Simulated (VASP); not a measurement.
A run of VASP 6.6.1:

Contents of INCAR:

```
SYSTEM = CoO
ALGO     = Normal         ! electronic algorithm
EDIFF    = 1E-6           ! SCF threshold, eV
ENCUT    = 520            ! plane-wave cutoff, eV
GGA      = PE             ! functional
ISIF     = 2              ! what is computed and relaxed
ISMEAR   = 0              ! smearing method
ISPIN    = 2              ! spin polarisation
LASPH    = .TRUE.         ! aspherical terms in the spheres
LCHARG   = .TRUE.         ! write CHGCAR
LDAU     = .TRUE.         ! DFT+U
LDAUJ    = 0 0          
LDAUL    = 2 -1           ! shell
LDAUPRINT= 1            
LDAUTYPE = 2            
LDAUU    = 6 0            ! U, eV
LELF     = .TRUE.         ! ELF
LMAXMIX  = 4              ! l up to which the mixer works
LORBIT   = 11             ! projections on sites
LREAL    = .FALSE.        ! projectors in reciprocal space
LVHAR    = .TRUE.       
LWAVE    = .FALSE.        ! write WAVECAR
MAGMOM   = 0 0            ! initial moments
NBANDS   = 18             ! bands
NELM     = 150            ! most SCF steps
PREC     = Accurate       ! precision mode
SIGMA    = 0.05           ! smearing width, eV
```

The input KPOINTS:

```
k-points
0
G
  7 7 7
  0 0 0
```

POSCAR

```
CoO
1.0
    2.5705263100      0.0000000000      0.0000000000
    0.0000000000      2.5705263100      0.0000000000
    0.0000000000      0.0000000000      2.5705263100
Co O
1 1
Direct
    0.0000000000      0.0000000000      0.0000000000
    0.5000000000      0.5000000000      0.5000000000
```

Potentials or basis: VASP PAW PBE potentials, release 64 (Co, O).

Run with:

```sh
$ cat potpaw_PBE.64/Co/POTCAR potpaw_PBE.64/O/POTCAR > POTCAR
$ mpirun -np 1 vasp_std > vasp.out
```

Hardware: 1 thread of AMD EPYC 7R43 64-Core Processor (Zen 3), with other jobs on the host.

Problem. Estimate the wall time of this run.

Solution. It took 28 s on 1 thread of AMD EPYC 7R43 64-Core Processor (Zen 3), with other jobs on the host, peak memory 0.1 GiB. Counts: scf iterations 18, k points 20.
